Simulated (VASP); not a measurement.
CdTe: work function with PBEsol

The system is CdTe, a slab with vacuum.

```
CELL_PARAMETERS angstrom
6.41000 0.00000 0.00000
0.00000 4.53255 0.00000
0.00000 0.00000 18.26628
ATOMIC_POSITIONS crystal
Cd 0.53539 0.50000 0.48070
Cd 0.03539 0.00000 0.51930
Te 0.71461 0.00000 0.42020
Te 0.21461 0.50000 0.57980
```

* Program: VASP 6.6.1
* Task: work function
* Functional: PBEsol
* Potentials or basis: VASP PAW PBE potentials, release 64 (Cd, Te)
* Cutoff: 520 eV
* k mesh: 4 × 6 × 1
* Occupations: gaussian, width 0.05 eV
* Spin: no spin polarisation
* Dipole correction: yes
* Further INCAR settings: ALGO = Fast; EDIFF = 1e-06

```
Band gap on the k mesh                 : 1.95 eV, direct
Ionisation potential of the upper face : 5.30 eV
```

Forces on the atoms (eV/Å):
```
Cd   0.001  0.000 -0.003
Cd   0.001  0.000  0.003
Te  -0.001  0.000  0.002
Te  -0.001  0.000 -0.002
```

Levels at points of the mesh, in eV from the valence-band top:
```csv
k point,band 16,band 17,band 18,band 19,band 20,band 21
"(0.00, 0.00, 0.00)",-1.17,-0.93,0.00,1.95,2.41,2.80
"(0.50, 0.00, 0.00)",-0.62,-0.61,-0.61,2.37,2.37,4.03
"(0.00, 0.50, 0.00)",-1.62,-0.98,-0.98,2.69,2.69,3.26
"(0.50, 0.50, 0.00)",-1.46,-1.28,-1.28,3.06,3.06,3.63
```

It took 54 s on 8 MPI ranks on Intel(R) Xeon(R) Platinum 8488C (Sapphire Rapids), on a shared host, peak memory 0.63 GiB a rank.

Caveat: the PAW data sets were made with another functional, which shifts forces and pressure a little; spin-orbit coupling is left out, which moves the levels of the heavy elements. As with any semilocal functional, this PBEsol gap is likely too small.
